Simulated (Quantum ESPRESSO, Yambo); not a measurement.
# Excitons of SiC (F-43m) on ever denser meshes, part 4 of 4

Aim: the absorption spectrum of SiC (F-43m) with electron-hole interaction, and what each part of the kernel does.

Quantum ESPRESSO 7.5 and Yambo 5.3.0; PBE and many-body steps on it, plane waves. Known limits of the many-body steps: not at the basis limit; coarse k mesh; bindings not settled in the k mesh.

So far. Step 16 (Triplet (no exchange term)): The lowest triplet lies at 5.279 eV; without spin-orbit coupling triplets are dark, so no spectrum is read. Step 17 (Empty states on the mesh, 10×10×10 mesh, 12 bands): On this mesh the gap is 1.361 eV.

## Step 19: k mesh (10×10×10)

This step: Bethe-Salpeter equation on PBE with a scissors shift, plane waves, norm-conserving pseudopotentials.

Input file bse12.in:

```
optics
bss
bse
em1s
dipoles
rim_cut
RandQpts= 1000000
RandGvec= 1 RL
Chimod= "HARTREE"
BSKmod= "SEX"
BSEmod= "resonant"
BSSmod= "d"
BSENGexx= 20 Ry
BSENGBlk= 4 Ry
% BSEQptR
 1 | 1 |
%
% BSEBands
 2 | 5 |
%
% BEnRange
 0 | 8 | eV
%
% BDmRange
 0.1 | 0.1 | eV
%
BEnSteps= 161
% BLongDir
 1 | 0 | 0 |
%
% BndsRnXs
 1 | 12 |
%
NGsBlkXs= 4 Ry
% LongDrXs
 1 | 1 | 1 |
%
% KfnQP_E
 0.986 | 1.0 | 1.0 |
%
WRbsWF
FFTGvecs= 33 Ry
```

The run is started by

```bash
OMP_NUM_THREADS=1 mpirun -n 4 yambo -F bse12.in -J bse12 -C bse12 > bse12.log
```

Log:

```text
 Yambo, version 5.3.0

 [02] CORE Variables Setup
 =========================

  [... cell, symmetries and grids as in the set-up ...]

  [02.05] Energies & Occupations
  ==============================

  [X] === General ===
  [X] Electronic Temperature                        :  0.000000  0.000000 [eV K]
  [X] Bosonic    Temperature                        :  0.000000  0.000000 [eV K]
  [X] Finite Temperature mode                       : no
  [X] El. density                                   :  0.38662E+24 [cm-3]
[...]
[08.01.04] Independent Particles properties @q1
   ===============================================

   ==========================================================

   [BSE] Exchange components :  229
   [BSE] Correlation components :   27  229

    [08.01.05.01] Screened interaction header I/O
    =============================================

    [08.01.05.02] Main kernel loop
    ==============================

    [08.01.05.03] Wave-Function Phases
    ==================================

    [BSE] WF phases found       :  82.34707 [o/o]

   [08.01.06] BSE solver(s) @q1
   ============================

   [08.01.07] Diago Solver @q1
   ===========================

 [11] Game Over & Game summary
```

Wall time 1.7 min (4 MPI ranks of Arm Neoverse V1, shared host); peak memory 1.7 GiB; 6.7 min of CPU time.

Numbers from this step:

| Quantity | Value |
| --- | --- |
| transitions in the window | 3000 |
| direct gap of the transition levels | 5.539 eV |
| lowest state | 5.332 eV |
| first strong exciton (over a fiftieth of the strongest listed) | 5.334 eV |
| binding of the lowest state below the direct gap | 0.2068 eV |
| Coulomb term of one mesh cell | 0.2229 eV |

The binding is 0.93 times the screened Coulomb term of one mesh cell (0.22 eV), so it is not shown settled.

The lowest state lies at 5.332 eV, 0.207 eV under the direct gap.

## Step 20: Triplet (no exchange term)

bse13.in, as its differences from bse12.in of step 19:

```diff
@@ -12,3 +12,3 @@
 BSSmod= "d"
-BSENGexx= 20 Ry
+BSENGexx= 1 RL
 BSENGBlk= 4 Ry
```

The run is started by

```bash
OMP_NUM_THREADS=1 mpirun -n 4 yambo -F bse13.in -J bse13,bse12_W -C bse13 > bse13.log
```

Log:

```text
 Yambo, version 5.3.0

 [02] CORE Variables Setup
 =========================

  [... cell, symmetries and grids as in the set-up ...]

  [02.05] Energies & Occupations
  ==============================

  [X] === General ===
  [X] Electronic Temperature                        :  0.000000  0.000000 [eV K]
  [X] Bosonic    Temperature                        :  0.000000  0.000000 [eV K]
  [X] Finite Temperature mode                       : no
  [X] El. density                                   :  0.38662E+24 [cm-3]
[...]
[06] Dipoles
 ============

  [06.01] Setup: observables and procedures
  =========================================

  [WARNING] [r,Vnl^pseudo] included in position and velocity dipoles.

  [WARNING] In case H contains other non local terms, these are neglected

 [07] Static Dielectric Matrix
 =============================

    [08.01.05.02] Main kernel loop
    ==============================

    [08.01.05.03] Wave-Function Phases
    ==================================

    [BSE] WF phases found       :  82.34707 [o/o]

   [08.01.06] BSE solver(s) @q1
   ============================

   [08.01.07] Diago Solver @q1
   ===========================

 [11] Game Over & Game summary
```

Run time: 96 s. Hardware: 4 MPI ranks; peak memory 1.7 GiB; 6.4 min of CPU time.

The lowest triplet lies at 5.326 eV; without spin-orbit coupling triplets are dark, so no spectrum is read.

## Step 21: Empty states on the mesh, 12×12×12 mesh, 12 bands

This step: Quantum ESPRESSO 7.5; DFT, PBE, plane waves, norm-conserving pseudopotentials.

Input file pw.in:

```
&control
  calculation = 'nscf'
  prefix = 'x'
  outdir = 'o'
  pseudo_dir = 'pseudo'
/
&system
  ibrav = 0
  nat = 2
  ntyp = 2
  ecutwfc = 74.0
  nbnd = 12
  force_symmorphic = .true.
/
&electrons
  conv_thr = 1e-9
  electron_maxstep = 80
  diago_full_acc = .true.
  diago_thr_init = 5e-6
/
ATOMIC_SPECIES
  Si 28.085 Si.upf
  C 12.011 C.upf
CELL_PARAMETERS angstrom
  -0.0000000000 2.1790000000 2.1790000000
  2.1790000000 -0.0000000000 2.1790000000
  2.1790000000 2.1790000000 -0.0000000000
ATOMIC_POSITIONS crystal
  Si 0.0000000000 0.0000000000 0.0000000000
  C 0.2500000000 0.2500000000 0.2500000000
K_POINTS automatic
  12 12 12 0 0 0
```

The run is started by

```bash
OMP_NUM_THREADS=1 mpirun -n 4 pw.x -nk 4 -in pw.in > pw.out
```

Log:

```text
[banner, memory and clock lines left out]
Program PWSCF v.7.5 starts

     Atomic positions and unit cell read from directory:
     o/x.save/

     Message from routine setup:
     using ibrav=0 with symmetry is DISCOURAGED, use correct ibrav instead

     G-vector sticks info

     bravais-lattice index     =            0
     lattice parameter (alat)  =       5.8233  a.u.
     unit-cell volume          =     139.6363 (a.u.)^3
     number of atoms/cell      =            2
     number of atomic types    =            2
     number of electrons       =         8.00
[...]
-5.9135   9.4961   9.4961   9.4961  15.7194  16.8074  16.8074  16.8074
    24.0247  24.0247  25.9551  26.7794

          k = 0.0589 0.0589-0.0589 (  1462 PWs)   bands (ev):

    -5.7778   8.7681   9.4010   9.4010  15.9622  16.9576  16.9826  16.9826
    23.2822  23.2822  25.8982  26.9845

          k = 0.1179 0.1179-0.1179 (  1489 PWs)   bands (ev):

    -5.3746   7.1224   9.1655   9.1655  15.8365  17.3236  17.3236  17.8449
    22.4957  22.4957  25.1676  28.4713

          k = 0.1768 0.1768-0.1768 (  1489 PWs)   bands (ev):

     [... further k-points ...]

     highest occupied, lowest unoccupied level (ev):     9.4961   10.8574

     XML data file, pseudopotentials, collected wavefunctions
```

Run time: 2.3 s. Hardware: 4 MPI ranks; peak memory 0.18 GiB.

Numbers from this step:

```yaml
gap: 1.361 eV
k_of_the_valence_top: 0, 0, 0
k_of_the_conduction_bottom: 0, -0.5, -0.5
least_direct_gap: 4.553 eV
k_points_computed: 72
lowest_point_of_the_top_converged_band_above_the_valence_top: 17.28 eV
```

On this mesh the gap is 1.361 eV.

## Step 22: Conversion and set-up

This step: Yambo 5.3.0; conversion and set-up on PBE, plane waves, norm-conserving pseudopotentials.

The run is started by

```bash
(cd o/x.save; p2y > p2y.log; mv SAVE ../..); yambo > setup.log
```

Log:

```text
 Yambo, version 5.3.0

 [02] CORE Variables Setup
 =========================

  [02.01] Unit cells
  ==================

  Cell kind             :  FCC
  Atoms in the cell     :  Si  C
  number of Si atoms    :  1
  number of C  atoms    :  1

  List of atomic masses
  Mass of Si    :  28.08500
  Mass of C     :  12.01100

  List of atomic coordinates    : [cc]
  Si1       :  0.000000  0.000000  0.000000  order 1
  C1       :  2.058857  2.058857  2.058857  order 2

  Alat factors          :  4.117713  4.117713  4.117713 [a.u.]
  Direct lattice volume :  139.6363 [a.u.]
[...]
Q [ 2]         [rlu]: -0.72797E-18 -0.72797E-18  0.83333E-01
 Q [ 3]         [rlu]:  0.16734E-16  0.16734E-16  0.16667
[...]
Q [ 8]         [rlu]:  0.98813E-17  0.83333E-01  0.83333E-01
 Q [ 9]         [rlu]:  0.40550E-17  0.83333E-01  0.16667
 Q [10]         [rlu]:  0.28560E-17  0.83333E-01  0.25000
     [... 38 further rows ...]
 Q [49]         [rlu]:  0.083333  0.250000  0.333333
 Q [50]         [rlu]:  0.083333  0.250000  0.416667

 Remaining 22 points informations can be written running with -fatlog

  [03.01] X indexes
  =================

   [03.01.01] Sigma indexes
   ========================

 [06] Game Over & Game summary
```

It took 3.1 s on 1 MPI rank; peak memory 0.25 GiB.

## Step 23: k mesh (12×12×12)

This step: Bethe-Salpeter equation on PBE with a scissors shift, plane waves, norm-conserving pseudopotentials.

bse15.in, as its differences from bse13.in of step 20:

```diff
@@ -12,3 +12,3 @@
 BSSmod= "d"
-BSENGexx= 1 RL
+BSENGexx= 20 Ry
 BSENGBlk= 4 Ry
```

The run is started by

```bash
OMP_NUM_THREADS=1 mpirun -n 4 yambo -F bse15.in -J bse15 -C bse15 > bse15.log
```

Log:

```text
 Yambo, version 5.3.0

 [02] CORE Variables Setup
 =========================

  [... cell, symmetries and grids as in the set-up ...]

  [02.05] Energies & Occupations
  ==============================

  [X] === General ===
  [X] Electronic Temperature                        :  0.000000  0.000000 [eV K]
  [X] Bosonic    Temperature                        :  0.000000  0.000000 [eV K]
  [X] Finite Temperature mode                       : no
  [X] El. density                                   :  0.38662E+24 [cm-3]
[...]
[08.01.04] Independent Particles properties @q1
   ===============================================

   ==========================================================

   [BSE] Exchange components :  229
   [BSE] Correlation components :   27  229

    [08.01.05.01] Screened interaction header I/O
    =============================================

    [08.01.05.02] Main kernel loop
    ==============================

    [08.01.05.03] Wave-Function Phases
    ==================================

    [BSE] WF phases found       :  85.64091 [o/o]

   [08.01.06] BSE solver(s) @q1
   ============================

   [08.01.07] Diago Solver @q1
   ===========================

 [11] Game Over & Game summary
```

Elapsed: 7.5 min, on 4 MPI ranks; peak memory 4.7 GiB.

Numbers from this step:

* transitions in the window: 5184
* direct gap of the transition levels: 5.539 eV
* lowest state: 5.363 eV
* first strong exciton (over a fiftieth of the strongest listed): 5.364 eV
* binding of the lowest state below the direct gap: 0.1765 eV
* Coulomb term of one mesh cell: 0.1865 eV

The binding is 0.95 times the screened Coulomb term of one mesh cell (0.19 eV), so it is not shown settled.

The lowest state lies at 5.363 eV, 0.176 eV under the direct gap.

The ε₂ has structure finer than the step of the table below, so its rows give means over 0.2 eV, whole bins alone (the curve runs from 0 to 8 eV). Peaks (eV: height): BSE 6.65: 18.6, 7.20: 28.3; no electron-hole interaction 7.00: 13.0, 7.80: 24.5.

Field along x; broadening 0.1 eV; transition window only. Limits: finite bands, cutoff and mesh; exciton not shown settled in the k mesh. Table of ε₂ by photon energy; means over each step:

```csv
photon energy (eV),BSE,no electron-hole interaction
0.2,0.0291,0.0233
0.4,0.0310,0.0246
0.6,0.0331,0.0261
0.8,0.0354,0.0277
1.0,0.0379,0.0295
1.2,0.0408,0.0314
1.4,0.0440,0.0335
1.6,0.0475,0.0359
1.8,0.0516,0.0385
2.0,0.0562,0.0415
2.2,0.0615,0.0448
2.4,0.0676,0.0485
2.6,0.0747,0.0528
2.8,0.0830,0.0577
3.0,0.0929,0.0633
3.2,0.105,0.0698
3.4,0.119,0.0774
3.6,0.137,0.0865
3.8,0.160,0.0974
4.0,0.189,0.111
4.2,0.229,0.128
4.4,0.285,0.149
4.6,0.371,0.178
4.8,0.517,0.219
5.0,0.832,0.282
5.2,2.00,0.404
5.4,5.01,0.796
5.6,6.88,1.70
5.8,6.81,2.85
6.0,10.8,3.06
6.2,11.7,4.40
6.4,13.0,5.58
6.6,18.2,6.18
6.8,17.2,9.24
7.0,17.2,12.1
7.2,25.3,9.55
7.4,15.4,14.5
7.6,10.5,22.0
7.8,7.50,23.5
```

## Step 24: Triplet (no exchange term)

bse16.in, as its differences from bse15.in of step 23:

```diff
@@ -12,3 +12,3 @@
 BSSmod= "d"
-BSENGexx= 20 Ry
+BSENGexx= 1 RL
 BSENGBlk= 4 Ry
```

The run is started by

```bash
OMP_NUM_THREADS=1 mpirun -n 4 yambo -F bse16.in -J bse16,bse15_W -C bse16 > bse16.log
```

Log:

```text
 Yambo, version 5.3.0

 [02] CORE Variables Setup
 =========================

  [... cell, symmetries and grids as in the set-up ...]

  [02.05] Energies & Occupations
  ==============================

  [X] === General ===
  [X] Electronic Temperature                        :  0.000000  0.000000 [eV K]
  [X] Bosonic    Temperature                        :  0.000000  0.000000 [eV K]
  [X] Finite Temperature mode                       : no
  [X] El. density                                   :  0.38662E+24 [cm-3]
[...]
[06] Dipoles
 ============

  [06.01] Setup: observables and procedures
  =========================================

  [WARNING] [r,Vnl^pseudo] included in position and velocity dipoles.

  [WARNING] In case H contains other non local terms, these are neglected

 [07] Static Dielectric Matrix
 =============================

    [08.01.05.02] Main kernel loop
    ==============================

    [08.01.05.03] Wave-Function Phases
    ==================================

    [BSE] WF phases found       :  85.64091 [o/o]

   [08.01.06] BSE solver(s) @q1
   ============================

   [08.01.07] Diago Solver @q1
   ===========================

 [11] Game Over & Game summary
```

Elapsed: 6.7 min, on 4 MPI ranks; peak memory 3 GiB.

The lowest triplet lies at 5.357 eV; without spin-orbit coupling triplets are dark, so no spectrum is read.

## Step 25: Spectrum in a wider window

Input file bse17.in:

```
optics
bss
bse
em1s
dipoles
rim_cut
RandQpts= 1000000
RandGvec= 1 RL
Chimod= "HARTREE"
BSKmod= "SEX"
BSEmod= "resonant"
BSSmod= "h"
BSENGexx= 20 Ry
BSENGBlk= 4 Ry
% BSEQptR
 1 | 1 |
%
% BSEBands
 2 | 8 |
%
% BEnRange
 0 | 11 | eV
%
% BDmRange
 0.1 | 0.1 | eV
%
BEnSteps= 111
% BLongDir
 1 | 0 | 0 |
%
% BndsRnXs
 1 | 12 |
%
NGsBlkXs= 4 Ry
% LongDrXs
 1 | 1 | 1 |
%
% KfnQP_E
 0.986 | 1.0 | 1.0 |
%
BSHayTrs= -0.02
FFTGvecs= 33 Ry
```

The run is started by

```bash
OMP_NUM_THREADS=1 mpirun -n 4 yambo -F bse17.in -J bse17,bse15_W -C bse17 > bse17.log
```

Log:

```text
 Yambo, version 5.3.0

 [02] CORE Variables Setup
 =========================

  [... cell, symmetries and grids as in the set-up ...]

  [02.05] Energies & Occupations
  ==============================

  [X] === General ===
  [X] Electronic Temperature                        :  0.000000  0.000000 [eV K]
  [X] Bosonic    Temperature                        :  0.000000  0.000000 [eV K]
  [X] Finite Temperature mode                       : no
  [X] El. density                                   :  0.38662E+24 [cm-3]
[...]
============================

   [08.01.07] Haydock Solver in the optics basis @q1 using the hermitian scheme
   ============================================================================

   Accuracy (requested)      : -0.020000 [o/o]

   [WARNING] [EPS_extend] Possible inaccuracy in the EPS prolungation

   [WARNING] [EPS_extend] Possible inaccuracy in the EPS prolungation

   [WARNING] [EPS_extend] Possible inaccuracy in the EPS prolungation

[...]
[WARNING] [EPS_extend] Possible inaccuracy in the EPS prolungation

   [WARNING] [EPS_extend] Possible inaccuracy in the EPS prolungation
   Iterations                :  123

 [11] Game Over & Game summary
```

It took 5.4 min on 4 MPI ranks; peak memory 4.8 GiB; 22 min of CPU time.

This step gave:

* transitions in the window: 20736
* direct gap of the transition levels: 5.539 eV

Field along x; broadening 0.1 eV; transition window only. Limits: finite bands, cutoff and mesh; exciton not shown settled in the k mesh. The ε₂ by photon energy; read off at these points:

```csv
photon energy (eV),BSE,no electron-hole interaction
0.00,0.0423,0.0314
0.30,0.0462,0.0338
0.60,0.0507,0.0366
0.90,0.0558,0.0398
1.20,0.0618,0.0434
1.50,0.0690,0.0475
1.80,0.0774,0.0524
2.10,0.0876,0.0580
2.40,0.100,0.0646
2.70,0.116,0.0726
3.00,0.135,0.0822
3.30,0.161,0.0942
3.60,0.196,0.109
3.90,0.245,0.129
4.20,0.318,0.155
4.50,0.439,0.193
4.80,0.680,0.253
5.10,1.43,0.367
5.40,6.23,0.785
5.60,8.18,1.68
5.90,8.85,3.89
6.20,15.3,4.73
6.50,23.7,6.55
6.60,25.9,5.68
6.80,25.2,9.20
7.10,36.3,10.9
7.40,17.3,14.4
7.70,10.6,22.1
8.00,6.27,22.2
8.30,8.31,10.2
8.60,9.80,9.56
8.90,13.2,10.4
9.20,8.98,15.3
9.50,4.27,20.1
9.80,4.42,9.10
10.10,5.16,8.05
10.40,3.60,8.12
10.70,2.91,5.76
11.00,2.46,5.04
```

## Step 26: The runs together

Times are wall times on 4 MPI ranks of Arm Neoverse V1, shared host, good to a factor of about two.

| run | mesh | transitions | broadening (eV) | direct gap (eV) | lowest state (eV) | binding (eV) | mesh cell's term (eV) | tallest peak (eV) | height | time |
| --- | --- | --- | --- | --- | --- | --- | --- | --- | --- | --- |
| excitons | 4×4×4 | 192 | 0.1 | 5.539 | 5.169 | 0.370 | 0.420 | 6.40 | 121 | 2.8 s |
| triplet (no exchange term) | 4×4×4 | 192 | 0.1 | 5.539 | 5.128 | 0.411 | 0.420 | - | - | 1.1 s |
| k mesh (6×6×6) | 6×6×6 | 648 | 0.1 | 5.539 | 5.228 | 0.311 | 0.344 | 7.05 | 38.2 | 5 s |
| triplet (no exchange term) | 6×6×6 | 648 | 0.1 | 5.539 | 5.212 | 0.327 | 0.344 | - | - | 2.6 s |
| k mesh (8×8×8) | 8×8×8 | 1536 | 0.1 | 5.539 | 5.288 | 0.251 | 0.274 | 6.60 | 25.5 | 20 s |
| triplet (no exchange term) | 8×8×8 | 1536 | 0.1 | 5.539 | 5.279 | 0.260 | 0.274 | - | - | 15 s |
| k mesh (10×10×10) | 10×10×10 | 3000 | 0.1 | 5.539 | 5.332 | 0.207 | 0.223 | 7.00 | 30.6 | 1.7 min |
| triplet (no exchange term) | 10×10×10 | 3000 | 0.1 | 5.539 | 5.326 | 0.213 | 0.223 | - | - | 96 s |
| k mesh (12×12×12) | 12×12×12 | 5184 | 0.1 | 5.539 | 5.363 | 0.176 | 0.186 | 7.20 | 28.3 | 7.5 min |
| triplet (no exchange term) | 12×12×12 | 5184 | 0.1 | 5.539 | 5.357 | 0.182 | 0.186 | - | - | 6.7 min |
| spectrum in a wider window | 12×12×12 | 20736 | 0.1 | 5.539 | - | - | - | 7.10 | 36.3 | 5.4 min |

## Step 27: What came out

```
excitons                   : lowest state 5.169 eV (not settled in the k mesh)
triplet (no exchange term) : lowest state 5.128 eV (not settled in the k mesh)
k mesh (6×6×6)             : lowest state 5.228 eV (not settled in the k mesh)
triplet (no exchange term) : lowest state 5.212 eV (not settled in the k mesh)
k mesh (8×8×8)             : lowest state 5.288 eV (not settled in the k mesh)
triplet (no exchange term) : lowest state 5.279 eV (not settled in the k mesh)
k mesh (10×10×10)          : lowest state 5.332 eV (not settled in the k mesh)
triplet (no exchange term) : lowest state 5.326 eV (not settled in the k mesh)
k mesh (12×12×12)          : lowest state 5.363 eV (not settled in the k mesh)
triplet (no exchange term) : lowest state 5.357 eV (not settled in the k mesh)
```

What this shows: On the 4×4×4 mesh the lowest exciton lies at 5.169 eV, 0.370 eV below the direct gap; one cell of the mesh carries a screened Coulomb term of 0.42 eV, so this binding is not shown settled. That state is dark or weak; the first strong one lies at 5.179 eV. Bindings below are those of the lowest state. Between the two densest meshes the binding falls by 0.83 of the fall in the mesh cell's term (the screened Coulomb energy of a charge repeated on the supercell that the mesh stands for). The binding is still 0.9 times that term, so the mesh does not resolve the exciton and no limit can be drawn. Triplet (no exchange term), against «excitons (4×4×4)»: the lowest state moves by −0.040 eV (keys changed: BSENGexx). Triplets are dark. k mesh (6×6×6), against «excitons (4×4×4)»: the lowest state moves by +0.059 eV. Triplet (no exchange term), against «k mesh (6×6×6)»: the lowest state moves by −0.015 eV (keys changed: BSENGexx). Triplets are dark. k mesh (8×8×8), against «k mesh (6×6×6)»: the lowest state moves by +0.061 eV. Triplet (no exchange term), against «k mesh (8×8×8)»: the lowest state moves by −0.009 eV (keys changed: BSENGexx). Triplets are dark. k mesh (10×10×10), against «k mesh (8×8×8)»: the lowest state moves by +0.044 eV. Triplet (no exchange term), against «k mesh (10×10×10)»: the lowest state moves by −0.006 eV (keys changed: BSENGexx). Triplets are dark. k mesh (12×12×12), against «k mesh (10×10×10)»: the lowest state moves by +0.030 eV. Triplet (no exchange term), against «k mesh (12×12×12)»: the lowest state stays within 0.01 eV (keys changed: BSENGexx). Triplets are dark. A rigid shift treats all transitions alike. In the G0W0 table the openings from the upper filled bands to the empty bands at the same k run from +0.82 to +1.17 eV (median +0.94), where the shift is +0.99 eV, so peaks stand off by such differences. Lines within a few meV of each other can be one level split by numerical noise, or distinct levels. Screening is static and electronic alone, and only transitions inside the band window count. The 4×4×4 mesh is coarse for this cell, which bears on the long-range parts of exchange and screening.

[Paths, hosts, dates, memory and timing lines, banners, echoed tables and standing remarks are left out of the program output.]

[Logs are printed without paths, hosts, clocks, repeated set-up lines and the standing remarks that a program may print on its own settings, such as how far it seeks lower states.]

[Runs of the session that timed out or met a known fault of the program may be left out.]

[Hosts, paths, dates, database ids (printed as entryN), source tags and the programs' standing remarks are cut or masked in the printed files.]
